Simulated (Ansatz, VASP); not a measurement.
## Two plane-wave programs on Co

Contents of INCAR:

```
PREC = Accurate
ENCUT = 520
EDIFF = 1E-7
ISMEAR = -1
SIGMA = 0.05
LREAL = F
LASPH = T
NELM = 100
ALGO = Normal
ISIF = 2
LWAVE = F
LCHARG = F
ISPIN = 2
MAGMOM = 2 2
LORBIT = 11
LMAXMIX = 4
GGA = PE
NBANDS = 20
```

KPOINTS

```
regular mesh
0
Gamma
  12 12 7
```

File POSCAR:

```
Co
1.0
    2.5200971126      0.0000000000      0.0000000000
   -1.2600485563      2.1824681195      0.0000000000
    0.0000000000      0.0000000000      4.1167599708
Co
2
Direct
    0.3333333333      0.6666666667      0.7401390000
    0.6666666667      0.3333333333      0.2598610000
```

File input.yaml:

```yaml
crystal:
  lattice:
    - [2.5200971126, 0.0, 0.0]
    - [-1.2600485563, 2.1824681195, 0.0]
    - [0.0, 0.0, 4.1167599708]
  atoms:
    - { symbol: Co, position: [0.3333333333, 0.6666666667, 0.740139], spin: 2.0 }
    - { symbol: Co, position: [0.6666666667, 0.3333333333, 0.259861], spin: 2.0 }
hamiltonian:
  xc: pbe
  pseudopotentials: { kind: paw }
magnetization:
  spin_polarized: true
kpoints:
  mp_grid: { grid: [12, 12, 7] }
scf:
  occupations: { method: fermi_dirac, width: 0.05 }
output:
  forces: true
  stress: true
  eigenvalues: true
  write_density: true
  write_potential: true
  elf: true
  volumetric_format: npy
```

Change from the starting cell: volume scaled by 1.04.

Alike in both runs: task single point; functional PBE; k mesh 12 × 12 × 7; occupations fermi-dirac, width 0.05 eV; collinear spin, ferromagnetic start.

|  | VASP | Ansatz |
| --- | --- | --- |
| version | VASP 6.6.1 | Ansatz 0.2.0 |
| potentials or method | VASP PAW PBE potentials, release 64 (Co) | Ansatz PAW |
| plane-wave cutoff (eV) | 520 | 420 |
| valence electrons in the cell | 18 | 34 |

|  | VASP | Ansatz | Ansatz less VASP |
| --- | --- | --- | --- |
| gap on the k mesh at the Fermi level (eV) | none | none | - |
| pressure (GPa) | -7.4 | -6.9 | +0.49 |
| largest component of the traceless stress (GPa) | 1.63 | 1.57 | -0.056 |
| rms of the force components (eV/Å) | 0.209 | 0.215 | +0.0062 |
| net moment per atom (μB) | 1.66 | 1.67 | +0.007 |
| size of the moment on the site where the two differ most (μB) | 1.69 | 1.75 | +0.062 |

Site moments also hang on the region over which each program counts them. Atom by atom the forces differ by 0.006 eV/Å (rms over components). A gap of «none» marks a metal or a gap that the smearing closes. The functional is the same, so the differences come from potentials, cutoffs and numerics. The two sets of potentials don't hold the same shells in valence.
